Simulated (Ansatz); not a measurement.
Deforming TiO2

```
CELL_PARAMETERS angstrom
-1.89250 1.89250 4.75700
1.89250 -1.89250 4.75700
1.89250 1.89250 -4.75700
ATOMIC_POSITIONS crystal
Ti 0.00000 0.00000 0.00000
Ti 0.75000 0.25000 0.50000
O 0.20660 0.20660 0.00000
O 0.95660 0.45660 0.50000
O 0.54340 0.04340 0.50000
O 0.79340 0.79340 0.00000
```

Atoms are numbered in the order listed.

The geometry is COD entry 9009086, unchecked; take it as a test cell.

Method: DFT, LDA, all-electron PAW with datasets made for the crystal, scalar-relativistic (Ansatz 0.2.0).

Numerical set-up: a Γ-centred 13×13×13 k mesh, Fermi–Dirac smearing of 0.08 eV, cutoff 460 eV (chosen by the program for this cell), no spin polarisation.

The unchanged cell is at -5.74 GPa.

Semilocal functionals give too small gaps.

x, y and z are the Cartesian axes of the cell as listed; fractional coordinates follow a strain, and an engineering shear is twice the off-diagonal strain component.

Vzz stands for the principal value of largest size of the field-gradient tensor, whatever its axis.

Question: One change gave: energy change under 1 meV/atom; stress change (xx, yy, zz, yz, xz, xy) 0.01, 0.01, 0.01, 1.01, 1.01, 0.61 GPa, compression positive; change of the force on O4 (0.087, -0.016, 0.000) eV/Å; Vzz in 10²¹ V/m²: Ti1 -0.05 → 0.33 (η = 0.04), O3 1.48 → 1.48 (η = 0.24); gap on the k mesh 2.07 → 2.06 eV. Which change was it?
A. equal xy, yz and zx engineering shear strains of -1 %
B. equal xy, yz and zx engineering shear strains of -3 %
C. equal xy, yz and zx engineering shear strains of +2 %

Answer: A. For equal xy, yz and zx engineering shear strains of -3 %: energy change +8 meV/atom; stress change (xx, yy, zz, yz, xz, xy) 0.10, 0.10, 0.11, 3.02, 3.02, 1.81 GPa, compression positive; change of the force on O3 (-0.057, 0.249, -0.004) eV/Å; Vzz in 10²¹ V/m²: Ti1 -0.05 → 0.98 (η = 0.15), O3 1.48 → 1.56 (η = 0.25); gap on the k mesh 2.07 → 2.04 eV. For equal xy, yz and zx engineering shear strains of +2 %: energy change +4 meV/atom; stress change (xx, yy, zz, yz, xz, xy) 0.04, 0.04, 0.06, -2.04, -2.04, -1.24 GPa, compression positive; change of the force on O3 (0.021, -0.183, -0.002) eV/Å; Vzz in 10²¹ V/m²: Ti1 -0.05 → -0.64 (η = 0.31), O3 1.48 → 1.51 (η = 0.24); gap on the k mesh 2.07 → 2.06 eV.
